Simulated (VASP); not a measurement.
# Sb (I4/mmm) in VASP: a series of runs

The runs below take Sb through single point, with r2SCAN.

Everything below comes from runs of VASP 6.6.1. Logs are shortened: lines on timing, memory, paths and dates and some standing lists are left out, and cuts for length are marked.

**1. The structure**

It takes space group I4/mmm (No. 139, tetragonal). Conventional cell: a = 3.153 Å, b = 3.153 Å, c = 5.424 Å, α = 90.00°, β = 90.00°, γ = 90.00°. Around Sb (site symmetry 4/mmm) lie 12 Sb at 3.15 to 3.51 Å.

This isn't the form of Sb at room conditions, which is rhombohedral.

**2. Single point, r2SCAN**

INCAR

```
SYSTEM = Sb
PREC = Accurate
ENCUT = 400
EDIFF = 1E-6
ISMEAR = 0
SIGMA = 0.1
LREAL = .FALSE.
LASPH = .TRUE.
NELM = 100
ALGO = Normal
ISIF = 2
LWAVE = .FALSE.
LCHARG = .FALSE.
METAGGA = R2SCAN
LMIXTAU = .TRUE.
ADDGRID = .FALSE.
```

KPOINTS

```
regular mesh
0
G
  13 13 13
  0 0 0
```

POSCAR

```
Sb
1.0
   -1.5765401831      1.5765401831      2.7119384313
    1.5765401831     -1.5765401831      2.7119384313
    1.5765401831      1.5765401831     -2.7119384313
Sb
1
Direct
    0.0000000000      0.0000000000      0.0000000000
```

Potentials or basis: VASP PAW PBE potentials, release 64 (Sb).

Run with:

```bash
cat potpaw_PBE.64/Sb/POTCAR > POTCAR
mpirun -np 1 vasp_std > vasp.out
```

OUTCAR:

```text
SYSTEM = Sb
   PREC = Accurate
   ENCUT = 400
   EDIFF = 1E-6
   ISMEAR = 0
   LREAL = .FALSE.
   LASPH = .TRUE.
   NELM = 100
   ISIF = 2
   METAGGA = R2SCAN

 Found    196 irreducible k-points:

 Following reciprocal coordinates:
            Coordinates               Weight
  0.000000  0.000000  0.000000      1.000000
  0.076923  0.000000 -0.000000      8.000000
  0.153846  0.000000 -0.000000      8.000000
  0.230769  0.000000 -0.000000      8.000000
  0.307692  0.000000 -0.000000      8.000000
  0.384615  0.000000 -0.000000      8.000000
   k-points           NKPTS =    196   k-points in BZ     NKDIM =    196   number of bands    NBANDS=      6
   number of dos      NEDOS =    301   number of ions     NIONS =      1
   total plane-waves  NPLWV =  13824
   dimension x,y,z NGX =    24 NGY =   24 NGZ =   24
   dimension x,y,z NGXF=    48 NGYF=   48 NGZF=   48
   ions per type =               1
   NGX,Y,Z   is equivalent  to a cutoff of  11.36, 11.36, 11.36 a.u.
   NGXF,Y,Z  is equivalent  to a cutoff of  22.73, 22.73, 22.73 a.u.
 SYSTEM =  Sb
   PREC   = accura    normal or accurate (medium, high low for compatibility)
   ISTART =      0    job   : 0-new  1-cont  2-samecut
   ICHARG =      2    charge: 1-file 2-atom 10-const
   ISPIN  =      1    spin polarized calculation?
   LNONCOLLINEAR =      F non collinear calculations
   LSORBIT =      F    spin-orbit coupling
   LASPH  =      T    aspherical Exc in radial PAW
   ENCUT  =  400.0 eV  29.40 Ry    5.42 a.u.   5.73  5.73  5.73*2*pi/ulx,y,z
   NELM   =    100;   NELMIN=  2; NELMDL= -5     # of ELM steps
   EDIFF  = 0.1E-05   stopping-criterion for ELM
   LREAL  =      F    real-space projection
   EDIFFG = 0.1E-04   stopping-criterion for IOM
   NSW    =      0    number of steps for IOM
   IBRION =     -1    ionic relax: 0-MD 1-quasi-New 2-CG
   NFREE  =      0    steps in history (QN), initial steepest desc. (CG)
   ISIF   =      2    stress and relaxation
   ISYM   =      2    0-nonsym 1-usesym 2-fastsym
   POTIM  = 0.5000    time-step for ionic-motion
   TEBEG  =    0.0;   TEEND  =   0.0 temperature during run
   PSTRESS=    0.0 pullay stress
   NELECT =       5.0000    total number of electrons
   NUPDOWN=      -1.0000    fix difference up-down
   EMIN   =  10.00;   EMAX   =-10.00  energy-range for DOS
   EFERMI =   0.00;   METHOD = LEGACY
   ISMEAR =     0;   SIGMA  =   0.10  broadening in eV -4-tet -1-fermi 0-gaus
   EFERMI_NEDOS =   21; number of points for ismear=-14 and -15
   IALGO  =     38    algorithm
   IMIX   =      4    mixing-type and parameters
     AMIX     =   0.40;   BMIX     =  1.00
     AMIX_MAG =   1.60;   BMIX_MAG =  1.00
  volume/ion in A,a.u.               =      26.96       181.95
  Fermi-wavevector in a.u.,A,eV,Ry     =   0.933573  1.764197 11.858269  0.871558
  Thomas-Fermi vector in A             =   2.060288
   LORBIT       =      0    0 simple, 1 ext, 2 COOP (PROOUT), +10 PAW based schemes
   METAGGA = R2SCAN    functional components
   LHFCALC =     F    Hartree Fock is set to
   AEXX    =    0.0000 exact exchange contribution
   IVDW    =     0    specifies the selected vdW correction
   LEPSILON=     F    determine dielectric tensor
   LRPA    =     F    only Hartree local field effects (RPA)
 non-spin polarized calculation
 Gauss-broadening in eV      SIGMA  =   0.10
  energy-cutoff  :      400.00
  volume of cell :       26.96
 maximum number of plane-waves:       501
   NGX = 11   NGY = 11   NGZ = 11

 number of electron       5.0000001 magnetization

 Free energy of the ion-electron system (eV)
  ---------------------------------------------------
  ext. energy  EPLUGINS =         0.00000000
  ---------------------------------------------------
  free energy    TOTEN  =       -25.26969436 eV

  energy without entropy =      -25.26707737  energy(sigma->0) =      -25.26838586

 E-fermi :   8.4834     XC(G=0): -10.7845

 val. band max:        8.4642892535   @ k =  -0.3846   0.3846   0.0769
 cond. band min:       8.4852710711   @ k =  -0.3077  -0.3846   0.2308
 fundamental gap:      0.0209818176
 Fermi energy:         8.4833978139

 k-point     1 :       0.0000    0.0000    0.0000
  band No.  band energies     occupation
      1      -5.1279      2.00000
      2      13.3291      0.00000
      3      14.2060      0.00000
      4      14.2060      0.00000
      5      18.1789      0.00000
      6      19.6806      0.00000

 k-point     2 :       0.0769    0.0000   -0.0000
  band No.  band energies     occupation
      1      -5.0021      2.00000
      2      12.7596      0.00000
      3      13.3549      0.00000
      4      14.1777      0.00000
      5      18.2556      0.00000
      6      18.6264      0.00000

 k-point     3 :       0.1538    0.0000   -0.0000
  band No.  band energies     occupation
      1      -4.6262      2.00000
      2      10.6840      0.00000
      3      12.5119      0.00000
      4      14.1173      0.00000
      5      17.1817      0.00000
      6      18.5743      0.00000

 k-point     4 :       0.2308    0.0000   -0.0000
  band No.  band energies     occupation
      1      -4.0061      2.00000
      2       8.2928      1.99296
      3      11.7284      0.00000
      4      14.0719      0.00000
      5      16.3106      0.00000
      6      18.4575      0.00000

 k-point     5 :       0.3077    0.0000   -0.0000
  band No.  band energies     occupation
      1      -3.1599      2.00000
      2       6.0112      2.00000
      3      11.0542      0.00000
      4      14.0700      0.00000
      5      15.6717      0.00000
      6      18.4947      0.00000

 k-point     6 :       0.3846    0.0000   -0.0000
  band No.  band energies     occupation
      1      -2.1463      2.00000
      2       4.0060      2.00000
      3      10.5699      0.00000
      4      14.1048      0.00000
      5      15.2519      0.00000
      6      18.7191      0.00000

 [... further k-points ...]

------------------------ aborting loop because EDIFF is reached ----------------------------------------

  FORCE on cell =-STRESS in cart. coord.  units (eV):
  Direction    XX          YY          ZZ          XY          YZ          ZX
  --------------------------------------------------------------------------------------
  -------------------------------------------------------------------------------------
  Total        0.1928537      0.1928537      0.2546078      0.0000000     -0.0000000      0.0000000
  in kB       11.4601062     11.4601062     15.1297717      0.0000000     -0.0000000      0.0000000
  external PRESSURE =      12.6833281 kB  Pullay stress =       0.0000000 kB

 VOLUME and BASIS-vectors are now :
 -----------------------------------------------------------------------------
  energy-cutoff  :      400.00
  volume of cell :       26.96
      direct lattice vectors                 reciprocal lattice vectors
    -1.576540183  1.576540183  2.711938431     0.000000000  0.317150178  0.184369967
     1.576540183 -1.576540183  2.711938431     0.317150178  0.000000000  0.184369967
     1.576540183  1.576540183 -2.711938431     0.317150178  0.317150178  0.000000000

 POSITION                                       TOTAL-FORCE (eV/Angst)
 -----------------------------------------------------------------------------------
      0.00000      0.00000      0.00000         0.000000     -0.000000     -0.000000
 -----------------------------------------------------------------------------------
    total drift:                               -0.000000      0.000000      0.000000

  FREE ENERGIE OF THE ION-ELECTRON SYSTEM (eV)
  ---------------------------------------------------
  free  energy   TOTEN  =       -25.2696943601 eV

  energy  without entropy=      -25.2670773693  energy(sigma->0) =      -25.26838586
```

It took 34 s on 1 thread of Intel Xeon 6975P-C (Granite Rapids), shared host; peak memory 0.15 GiB.

The run converged, but some of its settings lie outside the range that counts as converged, so its numbers aren't taken as properties of the crystal.

Results:

```yaml
Free_energy: -25.2697 eV
Pressure: 1.3 GPa
Band_gap_on_the_k_mesh: none (metal or under the smearing width)
```

Caveat: the PAW data sets were made with another functional, which shifts forces and pressure a little.

**3. Single point, r2SCAN**

INCAR is that of step 2.

KPOINTS is that of step 2.

POSCAR

```
Sb
1.0
   -1.5638750000      1.6131910000      2.7402030000
    1.6104090000     -1.5604430000      2.7365900000
    1.5281950000      1.5247630000     -2.7095380000
Sb
1
Direct
    0.0004760000      0.0218010000      0.0165680000
```

Potentials or basis: VASP PAW PBE potentials, release 64 (Sb).

Run with:

```bash
cat potpaw_PBE.64/Sb/POTCAR > POTCAR
mpirun -np 1 vasp_std > vasp.out
```

Run time: 2.6 min. Hardware: 1 thread of Intel Xeon 6975P-C (Granite Rapids), shared host; peak memory 0.26 GiB.

These settings aren't checked as converged: the numbers below hold their error.

What came out:

| Item | Value |
| --- | --- |
| Free energy | -25.2712 eV |
| Pressure | 1.4 GPa |
| Band gap on the k mesh | none (metal or under the smearing width) |

Caveat: the PAW data sets were made with another functional, which shifts forces and pressure a little.

**4. Single point, r2SCAN**

Edit INCAR of step 3 so:

```diff
@@ -2,3 +2,3 @@
 PREC = Accurate
-ENCUT = 400
+ENCUT = 600
 EDIFF = 1E-6
```

KPOINTS

```
regular mesh
0
G
  11 11 11
  0 0 0
```

POSCAR

```
Sb
1.0
   -1.5765401831      1.5765401831      2.7119384313
    1.5765401831     -1.5765401831      2.7119384313
    1.5765401831      1.5765401831     -2.7119384313
Sb
1
Direct
    0.0000000000      0.0000000000      0.0000000000
```

Run with:

```bash
cat potpaw_PBE.64/Sb/POTCAR > POTCAR
mpirun -np 1 vasp_std > vasp.out
```

Wall time 52 s (1 thread of Intel Xeon 6975P-C (Granite Rapids), shared host); peak memory 0.18 GiB.

The run converged, but some of its settings lie outside the range that counts as converged, so its numbers aren't taken as properties of the crystal.

Results:

- Free energy: -25.2642 eV
- Pressure: 0.9 GPa
- Band gap on the k mesh: none (metal or under the smearing width)

Caveat: the PAW data sets were made with another functional, which shifts forces and pressure a little.

(Continued in part 2 of 2.)
